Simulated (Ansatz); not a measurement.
# NbH2 in Ansatz: convergence with k mesh

NbH2:

```
CELL_PARAMETERS angstrom
0.00000 2.28150 2.28150
2.28150 0.00000 2.28150
2.28150 2.28150 0.00000
ATOMIC_POSITIONS crystal
Nb 0.00000 0.00000 0.00000
H 0.75000 0.75000 0.75000
H 0.25000 0.25000 0.25000
```

- Program: Ansatz 0.2.0
- Task: convergence study
- Functional: PBEsol
- Potentials or basis: Ansatz PAW
- Cutoff: 420 eV (not typed: the program's choice for these potentials)
- k mesh: 3 × 3 × 3
- Occupations: gaussian, width 0.1 eV
- Spin: spin-orbit coupling, no magnetisation
- Hubbard terms: Nb d U = 8 eV

These are the settings of the first run; the series varies k mesh, with any setting tied to it.

Hardware: 2 threads of Arm Neoverse V1, on a shared host.

Problem. The values tried are 3 × 3 × 3, 4 × 4 × 4, 5 × 5 × 5, 6 × 6 × 6, 7 × 7 × 7, 9 × 9 × 9, 11 × 11 × 11, 14 × 14 × 14, 16 × 16 × 16, loosest first. From which on does the pressure stay within 0.1 GPa of the tightest run that finished?

Solution. From 6 × 6 × 6 on.

```csv
k mesh,"energy less the tightest run, at zero smearing (meV/atom)",pressure (GPa),SCF cycles,CPU time (s),peak memory (GiB)
3 × 3 × 3,55.73,15.58,15,2.8,0.31
4 × 4 × 4,11.57,14.38,17,4.3,0.32
5 × 5 × 5,1.34,14.03,17,4.7,0.32
6 × 6 × 6,-1.26,13.29,36,16,0.35
7 × 7 × 7,0.31,13.38,36,21,0.37
9 × 9 × 9,-0.50,13.41,14,11,0.39
11 × 11 × 11,-0.10,13.35,15,16,0.43
14 × 14 × 14,0.09,13.38,13,26,0.51
16 × 16 × 16,0.00,13.35,20,46,0.57
```

Against the tightest run, the energy stays within 1 meV/atom from 7 × 7 × 7 on. Meshes of other sizes hit other points, so gaps and Fermi surfaces needn't settle smoothly. The tightest run that finished is the yardstick and may itself not be fully converged.

Caveat, for the tightest run too: U without spin polarisation on a metal has little footing; the PAW data sets come from PBE, with cores solved anew for the run's functional, which leaves a small shift of forces and pressure; the U is typed as a test and isn't derived for this compound.
